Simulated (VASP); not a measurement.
Write the native input for VASP 6.6.1 that does the following.

```
Task                   : relaxation of the atoms
Functional             : r2SCAN
Potentials or basis    : VASP PAW PBE potentials, release 64 (Rb_sv)
Cutoff                 : 600 eV
k mesh                 : 10 × 10 × 10
Occupations            : methfessel-paxton, width 0.1 eV
Spin                   : no spin polarisation
Further INCAR settings : ALGO = Normal; EDIFF = 1e-07; IBRION = 2; EDIFFG = -0.01; NSW = 40
```

The structure of Rb lies in POSCAR:

```
Rb                                      
1.0
   -2.8742812487      2.8742812487      2.8742812487
    2.8742812487     -2.8742812487      2.8742812487
    2.8742812487      2.8742812487     -2.8742812487
  Rb            
     1
Direct
     0.0000000000000000    0.0000000000000000    0.0000000000000000
```

These files were run (other wordings do the same):

INCAR

```
ALGO = Normal
EDIFF = 1E-7
EDIFFG = -0.01
ENCUT = 600
IBRION = 2
ISIF = 2
ISMEAR = 1
LASPH = True
LCHARG = False
LMIXTAU = True
LREAL = False
LWAVE = False
METAGGA = R2SCAN
NELM = 80
NSW = 40
PREC = Accurate
SIGMA = 0.1
```

KPOINTS

```
k-points
0
Gamma
  10 10 10
```

Potentials or basis: VASP PAW PBE potentials, release 64 (Rb_sv).

The run is started by

```bash
$ cat potpaw_PBE.64/Rb_sv/POTCAR > POTCAR
$ mpirun -np 1 vasp_std > vasp.out
```

It gave:

- Pressure after relaxing: 0.0 GPa
- Band gap on the k mesh: none (metal or under the smearing width)

Caveat: the relaxation stopped at its first step, so nothing moved; the PAW data sets were made with another functional, which shifts forces and pressure a little.

Run time: 8.1 min on 1 thread of AMD EPYC 7R13 Processor (Zen 3) (shared host), peak memory 0.25 GiB.
